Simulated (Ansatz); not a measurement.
Runs of Ansatz 0.2.0 on Mo. It takes space group Im-3m (No. 229, cubic). The conventional cell has a = 3.168 Å, b = 3.168 Å, c = 3.168 Å, α = 90.00°, β = 90.00°, γ = 90.00°. Mo (site symmetry m-3m) is surrounded by 8 Mo at 2.74 Å. 

| task | level | cell | k mesh | cutoff (eV) | smearing | basis error allowed | gap on the mesh (eV) | pressure (GPa) |
| --- | --- | --- | --- | --- | --- | --- | --- | --- |
| single point | PBE | as given | 12 × 12 × 12 | 249 | gaussian 0.024 eV | 0.001 eV/atom | none | -1.9 |
| single point | PBE | as given | 12 × 12 × 12 | 249 | gaussian 0.019 eV | 0.001 eV/atom | none | -1.9 |
| elastic constants | LDA | as given | 9 × 9 × 9 | 264 | fermi-dirac 0.05 eV | 0.001 eV/atom | none | (a) |
| relaxation of cell and atoms | BLYP+D4 | relaxed | 12 × 12 × 12 | - | fermi-dirac 0.05 eV | 0.001 eV/atom | - | 0.0 |
| single point | PBE | as given | 12 × 12 × 12 | 249 | gaussian 0.016 eV | 0.001 eV/atom | none | -1.9 |
| single point | PBE | as given | 8 × 8 × 8 | 231 | fermi-dirac 0.03 eV | 0.002 eV/atom | none | -1.1 |
| single point | LDA | as given | 12 × 12 × 12 | 248 | gaussian 0.02 eV | 0.001 eV/atom | none | -14.2 |

Alike in all rows: potentials or basis all-electron LAPW, scalar-relativistic; no spin polarisation.

Task: Fill in the values left out.

Result: (a) -14.3.

Caveats: the k mesh is thin for a metal, which can move the energy by tens of meV per atom (some runs); a metal's response needs a denser mesh (some runs); the cell is more than 3 GPa from zero pressure, which shifts response properties (some runs); elastic constants of metals need much finer meshes, so these are rough (some runs).

A k mesh can miss the band edges, and the runs leave out spin-orbit coupling on Mo.

A gap of «none» marks a metal or a gap under the smearing width.
